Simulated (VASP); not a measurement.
Crystal: SnSe2.

```xyz
3
Lattice="3.8110 0.0000 0.0000 -1.9055 3.3004 0.0000 0.0000 0.0000 6.1360" Properties=species:S:1:pos:R:3 pbc="T T T"
Sn    0.0000    0.0000    0.0000
Se    1.9055    1.1001    4.6081
Se    0.0000    2.2003    1.5279
```

```yaml
Program: VASP 6.6.1
Task: relaxation of cell and atoms
Functional: vdW-DF
Potentials_or_basis: VASP PAW PBE potentials, release 64 (Sn_d, Se)
Cutoff: 600 eV
k_mesh: 8 × 8 × 5
Occupations: fermi-dirac, width 0.05 eV
Spin: no spin polarisation
```

At the start: pressure 8.8 GPa; volume 25.73 Å³/atom.

Question: Where does the relaxation end?

Answer: Over 14 steps the energy falls by 88.0 meV/atom and the volume is 29.52 Å³/atom (+14.8 %); space group P-3m1 (No. 164, to 0.05 Å).

Step by step:
| step | energy change (eV) | largest force (eV/Å) | pressure (GPa) | volume (Å³) |
| --- | --- | --- | --- | --- |
| 1 | 0.0000 | 1.1522 | 8.81 | 77.18 |
| 2 | -0.1364 | 0.7446 | -3.79 | 94.08 |
| 3 | -0.2580 | 0.1161 | 0.06 | 86.37 |
| 4 | -0.2580 | 0.0965 | 0.19 | 86.18 |
| 5 | -0.2591 | 0.0707 | 0.14 | 86.43 |
| 6 | -0.2600 | 0.0286 | 0.09 | 86.84 |
| 7 | -0.2601 | 0.0131 | 0.08 | 86.99 |
| 8 | -0.2610 | 0.0321 | -0.07 | 87.43 |
| 9 | -0.2619 | 0.0682 | -0.31 | 88.27 |
| 10 | -0.2625 | 0.0571 | -0.23 | 88.26 |
| 11 | -0.2636 | 0.0248 | 0.00 | 88.26 |
| 12 | -0.2637 | 0.0092 | 0.11 | 88.25 |
| 13 | -0.2638 | 0.0096 | 0.09 | 88.40 |
| 14 | -0.2639 | 0.0099 | 0.06 | 88.57 |

Final structure:
```
Sn Se
1.0
     3.95098    0.00000    0.00000
    -1.97549    3.42165    0.00000
     0.00000    0.00000    6.55156
Sn Se
1 2
Direct
  0.00000 0.00000 0.00000
  0.66667 0.33333 0.75348
  0.33333 0.66667 0.24652
```

Caveat: the PAW data sets were made with another functional, which shifts forces and pressure a little; the volume moved by +15 % from the deposited cell, more than functionals usually miss.
